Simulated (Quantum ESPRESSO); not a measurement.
# SiC (Moissanite 3C) (F-43m) in Quantum ESPRESSO: single point with PBE

Aim: the single point of SiC (Moissanite 3C) with PBE.

Program: Quantum ESPRESSO 7.5. These are calculated values, not measurements. Logs are shortened: lines on timing, memory, paths and dates and some standing lists are left out, and cuts for length are marked.

**The experiment to reproduce.**

“Insight into the structural, elastic and electronic properties of a new orthorhombic 6O-SiC polytype”, 2020, pmc:7200658 quotes, for a bulk crystal of SiC: band gap 2.4 eV (indirect).

The runs below are set against these values where they give the same quantity.

**1. Starting point**

It takes space group F-43m (No. 216, cubic). Conventional cell: a = 4.358 Å, b = 4.358 Å, c = 4.358 Å, α = 90.00°, β = 90.00°, γ = 90.00°. Si (site symmetry -43m) is surrounded by 4 C at 1.89 Å. C (site symmetry -43m) has 4 Si at 1.89 Å as nearest neighbours.

**2. Single point, PBE**

File run.py:

```python
import numpy as np
from ase.calculators.espresso import Espresso, EspressoProfile
from ase.io import read

atoms = read('POSCAR')

input_data = {
    'control': {'calculation': 'scf', 'prefix': 'pwscf', 'outdir': './tmp', 'tprnfor': True, 'tstress': True, 'disk_io': 'nowf'},
    'system': {'ecutwfc': 55.0, 'ecutrho': 440.0, 'nbnd': 9, 'occupations': 'smearing', 'smearing': 'fd', 'degauss': 0.00367493},
    'electrons': {'conv_thr': 4e-10, 'electron_maxstep': 120, 'mixing_beta': 0.5},
}
pseudopotentials = {'Si': 'Si.pbe-n-rrkjus_psl.1.0.0.UPF', 'C': 'C.pbe-n-kjpaw_psl.1.0.0.UPF'}
profile = EspressoProfile(command='pw.x', pseudo_dir='pseudo')
atoms.calc = Espresso(profile=profile, input_data=input_data, pseudopotentials=pseudopotentials, kpts=(10, 10, 10), koffset=(0, 0, 0))

print(f'energy {atoms.get_potential_energy():.8f} eV')
print('forces (eV/A)')
print(np.round(atoms.get_forces(), 6))
print('stress (eV/A^3, Voigt)')
print(np.round(atoms.get_stress(), 8))
print(f'Fermi level {atoms.calc.get_fermi_level():.4f} eV')
```

File POSCAR:

```
SiC
1.0
    0.0000000000      2.1790000000      2.1790000000
    2.1790000000      0.0000000000      2.1790000000
    2.1790000000      2.1790000000      0.0000000000
Si C
1 1
Direct
    0.0000000000      0.0000000000      0.0000000000
    0.7500000000      0.7500000000      0.7500000000
```

Potentials or basis: SSSP 1.3 efficiency PBE.

Launch:

```bash
> OMP_NUM_THREADS=1 python run.py
```

The program printed:

```text
energy -406.71475384 eV
forces (eV/A)
[[ 0. -0. -0.]
 [ 0. -0.  0.]]
stress (eV/A^3, Voigt)
[-0.02159048 -0.02159048 -0.02159048 -0.         -0.          0.        ]
Fermi level 10.1668 eV
```

espresso.pwi:

```text
&CONTROL
   calculation      = 'scf'
   tstress          = .true.
   tprnfor          = .true.
   outdir           = './tmp'
   prefix           = 'pwscf'
   disk_io          = 'nowf'
   pseudo_dir       = 'pseudo'
/
&SYSTEM
   nbnd             = 9
   ecutwfc          = 55.0
   ecutrho          = 440.0
   occupations      = 'smearing'
   degauss          = 0.00367493
   smearing         = 'fd'
   ntyp             = 2
   nat              = 2
   ibrav            = 0
/
&ELECTRONS
   electron_maxstep = 120
   conv_thr         = 4e-10
   mixing_beta      = 0.5
/
&IONS
/
&CELL
/
&FCP
/
&RISM
/
ATOMIC_SPECIES
Si 28.085 Si.pbe-n-rrkjus_psl.1.0.0.UPF
C 12.011 C.pbe-n-kjpaw_psl.1.0.0.UPF

K_POINTS automatic
10 10 10  0 0 0

CELL_PARAMETERS angstrom
0.00000000000000 2.17900000000000 2.17900000000000
2.17900000000000 0.00000000000000 2.17900000000000
2.17900000000000 2.17900000000000 0.00000000000000

ATOMIC_POSITIONS angstrom
Si 0.0000000000 0.0000000000 0.0000000000  
C 3.2685000000 3.2685000000 3.2685000000
```

espresso.pwo:

```text
This program is part of the open-source Quantum ESPRESSO suite
     for quantum simulation of materials; please cite
         "P. Giannozzi et al., J. Phys.:Condens. Matter 21 395502 (2009);
         "P. Giannozzi et al., J. Phys.:Condens. Matter 29 465901 (2017);
         "P. Giannozzi et al., J. Chem. Phys. 152 154105 (2020);
     in publications or presentations arising from this work. More details at

Warning: card &CELL ignored
Warning: card &FCP ignored
Warning: card &RISM ignored

     file C.pbe-n-kjpaw_psl.1.0.0.UPF: wavefunction(s)  2S 2P renormalized
     Message from routine setup:
     using ibrav=0 with symmetry is DISCOURAGED, use correct ibrav instead

     Subspace diagonalization in iterative solution of the eigenvalue problem:
     a serial algorithm will be used

     G-vector sticks info
     --------------------
     sticks:   dense  smooth     PW     G-vecs:    dense   smooth      PW
     Sum        1039     511    163                21883     7727    1411

     Using Slab Decomposition

     bravais-lattice index     =            0
     lattice parameter (alat)  =       5.8233  a.u.
     unit-cell volume          =     139.6363 (a.u.)^3
     number of atoms/cell      =            2
     number of atomic types    =            2
     number of electrons       =         8.00
     number of Kohn-Sham states=            9
     kinetic-energy cutoff     =      55.0000  Ry
     charge density cutoff     =     440.0000  Ry
     scf convergence threshold =      4.0E-10
     mixing beta               =       0.5000
     number of iterations used =            8  plain     mixing
     Exchange-correlation= SLA  PW   PBX  PBC
                           (   1   4   3   4   0   0   0)

     celldm(1)=   5.823326  celldm(2)=   0.000000  celldm(3)=   0.000000
     celldm(4)=   0.000000  celldm(5)=   0.000000  celldm(6)=   0.000000

     crystal axes: (cart. coord. in units of alat)
               a(1) = (   0.000000   0.707107   0.707107 )
               a(2) = (   0.707107   0.000000   0.707107 )
               a(3) = (   0.707107   0.707107   0.000000 )

     reciprocal axes: (cart. coord. in units 2 pi/alat)
               b(1) = ( -0.707107  0.707107  0.707107 )
               b(2) = (  0.707107 -0.707107  0.707107 )
               b(3) = (  0.707107  0.707107 -0.707107 )

     PseudoPot. # 1 for Si read from file:
     Si.pbe-n-rrkjus_psl.1.0.0.UPF
     Pseudo is Ultrasoft + core correction, Zval =  4.0
     Generated using "atomic" code by A. Dal Corso  v.5.1
     Using radial grid of 1141 points,  6 beta functions with:
                l(1) =   0
                l(2) =   0
                l(3) =   1
                l(4) =   1
                l(5) =   2
                l(6) =   2
     Q(r) pseudized with 0 coefficients

     PseudoPot. # 2 for C  read from file:
     C.pbe-n-kjpaw_psl.1.0.0.UPF
     Pseudo is Projector augmented-wave + core cor, Zval =  4.0
     Generated using "atomic" code by A. Dal Corso  v.5.1
     Shape of augmentation charge: PSQ
     Using radial grid of 1073 points,  4 beta functions with:
                l(1) =   0
                l(2) =   0
                l(3) =   1
                l(4) =   1
     Q(r) pseudized with 0 coefficients

     atomic species   valence    mass     pseudopotential
     Si                4.00    28.08500     Si( 1.00)
     C                 4.00    12.01100     C ( 1.00)

     24 Sym. Ops. (no inversion) found

   Cartesian axes

     site n.     atom                  positions (alat units)
         1        Si     tau(   1) = (   0.0000000   0.0000000   0.0000000  )
         2        C      tau(   2) = (   1.0606602   1.0606602   1.0606602  )

     number of k points=    47  Fermi-Dirac smearing, width (Ry)=  0.0037
                       cart. coord. in units 2pi/alat
        k(    1) = (   0.0000000   0.0000000   0.0000000), wk =   0.0020000
        k(    2) = (   0.0707107   0.0707107  -0.0707107), wk =   0.0160000
        k(    3) = (   0.1414214   0.1414214  -0.1414214), wk =   0.0160000
        k(    4) = (   0.2121320   0.2121320  -0.2121320), wk =   0.0160000
        k(    5) = (   0.2828427   0.2828427  -0.2828427), wk =   0.0160000
        k(    6) = (  -0.3535534  -0.3535534   0.3535534), wk =   0.0080000
[... 39 lines left out ...]
        k(   46) = (  -0.0707107  -0.3535534   0.6363961), wk =   0.0480000
        k(   47) = (  -0.7071068   0.2828427   0.0000000), wk =   0.0240000

     Dense  grid:    21883 G-vectors     FFT dimensions: (  40,  40,  40)

     Smooth grid:     7727 G-vectors     FFT dimensions: (  27,  27,  27)

     Initial potential from superposition of free atoms

     starting charge       7.9994, renormalised to       8.0000
     Starting wfcs are    8 randomized atomic wfcs +    1 random wfcs
     Checking if some PAW data can be deallocated...

     Self-consistent Calculation

     iteration #  1     ecut=    55.00 Ry     beta= 0.50
     Davidson diagonalization with overlap
     ethr =  1.00E-02,  avg # of iterations =  5.4

     total energy              =     -29.78293448 Ry
     estimated scf accuracy    <       0.44095457 Ry

     iteration #  2     ecut=    55.00 Ry     beta= 0.50
     Davidson diagonalization with overlap
     ethr =  5.51E-03,  avg # of iterations =  1.6
[... 43 lines left out ...]
     total energy              =     -29.89298566 Ry
     estimated scf accuracy    <          9.2E-10 Ry

     iteration #  9     ecut=    55.00 Ry     beta= 0.50
     Davidson diagonalization with overlap
     ethr =  1.15E-11,  avg # of iterations =  2.8

     End of self-consistent calculation

          k = 0.0000 0.0000 0.0000 (   941 PWs)   bands (ev):

    -5.9413   9.4696   9.4696   9.4696  15.7053  16.7748  16.7748  16.7748
    23.9728

          k = 0.0707 0.0707-0.0707 (   950 PWs)   bands (ev):

    -5.7460   8.4596   9.3356   9.3356  15.9658  17.0179  17.0179  17.0509
    23.0322
[... 53 lines left out ...]
    -3.7148   3.4017   7.5215   8.7421  15.6610  16.8920  17.2585  19.5302
    22.4001

          k =-0.0707-0.2121 0.2121 (   949 PWs)   bands (ev):

    -4.7281   5.5844   7.8198   9.1368  16.0905  17.2370  17.3411  18.5678
    21.2222

          k = 0.0000-0.1414 0.1414 (   955 PWs)   bands (ev):

    -5.4232   7.5161   8.4712   9.3884  16.3757  16.7217  17.0817  18.0601
    21.6000

          k = 0.2828 0.0000 0.0000 (   966 PWs)   bands (ev):

    -4.9102   7.0768   8.0215   8.0215  14.4358  16.5513  19.1076  19.1076
    20.3309

          k = 0.3536 0.0707-0.0707 (   963 PWs)   bands (ev):
[... 16 lines left out ...]
    -1.9178   1.6722   5.7416   7.8058  14.2814  17.7330  18.5061  20.6628
    23.7142

          k =-0.0707-0.3536 0.3536 (   962 PWs)   bands (ev):

    -2.8764   3.0506   5.6563   8.2972  15.0607  17.7240  18.2223  19.7605
    22.2068

          k = 0.0000-0.2828 0.2828 (   953 PWs)   bands (ev):

    -3.9353   4.6640   6.2483   8.8210  16.0307  17.4771  17.8440  18.6334
    21.0050

          k = 0.4243 0.0000 0.0000 (   966 PWs)   bands (ev):

    -3.6695   5.1071   7.1031   7.1031  12.6367  15.0850  20.9987  20.9987
    21.8840

          k = 0.4950 0.0707-0.0707 (   968 PWs)   bands (ev):
[... 21 lines left out ...]
    -2.0832   3.0167   6.4912   6.4912  11.2954  14.1097  22.6997  22.6997
    23.5510

          k =-0.0707-0.6364 0.6364 (   967 PWs)   bands (ev):

    -1.2525   2.1637   5.6361   6.4298  11.4681  14.4972  22.7918  22.7969
    23.9107

          k = 0.0000-0.5657 0.5657 (   959 PWs)   bands (ev):

    -0.8588   2.0408   4.3380   6.6643  12.1762  16.1753  21.9535  22.4140
    22.9364

          k =-0.7071 0.0000 0.0000 (   982 PWs)   bands (ev):

    -0.9246   1.6683   6.2791   6.2791  10.8258  13.7926  23.4860  23.4860
    24.2525

          k = 0.2828 0.1414 0.0000 (   956 PWs)   bands (ev):

    -4.6621   6.0267   7.4157   8.6930  15.2907  17.1030  18.0482  18.6746
    21.0757

          k = 0.3536 0.2121-0.0707 (   962 PWs)   bands (ev):
[... 26 lines left out ...]
    -1.5230   2.0249   5.0750   6.7806  14.0583  17.5949  19.3930  20.9065
    22.6880

          k =-0.0707-0.3536 0.4950 (   965 PWs)   bands (ev):

    -1.7754   2.3575   4.7986   7.1344  14.5356  17.4550  19.6867  20.4816
    22.6100

          k = 0.0000-0.2828 0.4243 (   960 PWs)   bands (ev):

    -2.7997   3.5356   5.2157   7.7354  15.0593  17.3482  18.3152  20.0922
    22.3356

          k =-0.1414-0.5657 0.7071 (   975 PWs)   bands (ev):

    -1.9119   2.9701   5.8090   6.1517  12.3989  15.2050  20.8595  22.6851
    23.5008

          k =-0.0707-0.4950 0.6364 (   961 PWs)   bands (ev):

    -1.0767   2.3135   4.6210   6.0565  13.0403  16.5193  20.3226  22.4024
    23.1009

          k =-0.0000-0.4243 0.5657 (   964 PWs)   bands (ev):

    -1.0307   2.3850   3.8883   6.4570  13.7399  18.1224  19.9556  20.9002
    22.6019

          k =-0.7071 0.1414 0.0000 (   966 PWs)   bands (ev):

    -0.8496   1.8709   5.6527   5.6644  11.9979  14.9206  22.0595  23.3210
    23.5569

          k =-0.1414-0.4243 0.7071 (   974 PWs)   bands (ev):

    -1.4740   2.7208   4.6230   6.0019  14.3887  17.7366  18.2644  21.7965
    22.8556

          k =-0.0707-0.3536 0.6364 (   958 PWs)   bands (ev):

    -0.9526   2.3735   4.3003   5.6156  14.6218  17.9544  19.3399  20.2202
    23.0912

          k =-0.7071 0.2828 0.0000 (   964 PWs)   bands (ev):

    -0.7175   2.3312   4.6693   4.8910  14.1557  17.5277  19.4999  20.6749
    23.6658

     the Fermi energy is    10.1668 ev

!    total energy              =     -29.89298566 Ry
     estimated scf accuracy    <          2.4E-10 Ry
     smearing contrib. (-TS)   =      -0.00000000 Ry
     internal energy E=F+TS    =     -29.89298566 Ry

     The total energy is F=E-TS. E is the sum of the following terms:
     one-electron contribution =       5.84389762 Ry
     hartree contribution      =       2.33288212 Ry
     xc contribution           =     -10.97331840 Ry
     ewald contribution        =     -20.93122177 Ry
     one-center paw contrib.   =      -6.16522523 Ry

     convergence has been achieved in   9 iterations

     Forces acting on atoms (cartesian axes, Ry/au):

     atom    1 type  1   force =     0.00000000   -0.00000000   -0.00000000
     atom    2 type  2   force =     0.00000000   -0.00000000    0.00000000

     Total force =     0.000000     Total SCF correction =     0.000000

     Computing stress (Cartesian axis) and pressure

          total   stress  (Ry/bohr**3)                   (kbar)     P=       34.59
   0.00023515  -0.00000000   0.00000000           34.59       -0.00        0.00
  -0.00000000   0.00023515   0.00000000           -0.00       34.59        0.00
   0.00000000   0.00000000   0.00023515            0.00        0.00       34.59

=------------------------------------------------------------------------------=
   JOB DONE.
=------------------------------------------------------------------------------=
```

It took 11 s on 1 thread of Intel Xeon Platinum 8488C (Sapphire Rapids), shared host; peak memory 0.14 GiB.

What came out:

| Property | Result |
| --- | --- |
| Free energy | -406.7148 eV |
| Pressure | 3.5 GPa |
| Band gap on the k mesh | 1.36 eV, indirect (least direct gap 4.55 eV) |

**3. Comparison with measurements**

Step 2. A measured gap of SiC is 2.4 eV (indirect; quoted in “Insight into the structural, elastic and electronic properties of a new orthorhombic 6O-SiC polytype”, 2020, pmc:7200658); the calculated 1.36 eV misses it by -1.04 eV. The value is that of PBE on a finite k mesh, which can miss the band edges, without temperature or zero-point motion. Semilocal functionals fall short of measured gaps as a rule.
